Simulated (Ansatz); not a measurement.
## From the elastic tensor of C to moduli and sound speeds

The calculation used DFT PBEsol, scalar-relativistic, plane waves, PAW in Ansatz. Plane waves to 420 eV; Γ-centred k mesh 12×12×6; fixed occupations. No spin polarisation.

The structure is hexagonal, space group P6_3/mmc (No. 194). Conventional cell: a = 2.499 Å, b = 2.499 Å, c = 4.161 Å, α = 90.00°, β = 90.00°, γ = 120.00°. C (site symmetry 3m) has 4 C at 1.53 to 1.56 Å as nearest neighbours.

Relaxed-ion constants (GPa, on the Cartesian axes of the calculation):
```
1217.6  107.2   18.5    0.0    0.0    0.0
 107.2 1217.6   18.5    0.0    0.0    0.0
  18.2   18.2 1334.0    0.0    0.0    0.0
   0.0    0.0    0.0  463.2    0.0    0.0
   0.0    0.0    0.0    0.0  463.2    0.0
   0.0    0.0    0.0    0.0    0.0  555.2
```

Density 3.546 g/cm³; 4 atoms in 22.50 Å³.

The values that follow are for a polycrystal of randomly turned grains, by Hill's mean where one number stands.

| Item | Value |
| --- | --- |
| Bulk modulus, Voigt / Reuss / Hill | 450.8 / 450.7 / 450.8 GPa |
| Shear modulus, Voigt / Reuss / Hill | 538.0 / 529.1 / 533.5 GPa |
| Young's modulus | 1148 GPa |
| Poisson ratio | 0.076 |
| Pugh ratio B/G | 0.84 |
| Universal anisotropy index | 0.08 |
| Longitudinal and transverse sound speeds | 18104 and 12267 m/s |
| Debye temperature from the mean sound speed | 2240 K |

Cost: 1 run of about 0.66 core-minutes, on Arm Neoverse V2 (shared hosts).

The elastic response is that of lonsdaleite, the hexagonal polytype of diamond, whose sp³ network strongly resists changes in bond angle as well as in bond length, though bending remains the softer of the two. That angular rigidity explains why the shear modulus exceeds the bulk modulus and why the Poisson ratio is only 0.076: compression along one axis produces little sideways stress. Stiffness peaks along c, at 1334.0 GPa, because one set of bonds lies parallel to that axis and is loaded directly. Shear between the puckered layers, at 463.2 GPa, is easier than shear within the basal plane, at 555.2 GPa, much as for the (111) layers of cubic diamond. These differences are modest beside the overall stiffness, so the crystal is nearly isotropic elastically, quite unlike graphite with its weakly bound sheets. The high sound speeds and Debye temperature follow from stiff bonds joining light atoms. The moduli describe small reversible strains and so can't settle whether lonsdaleite is harder than cubic diamond, which depends on bond breaking, dislocations and grain structure.
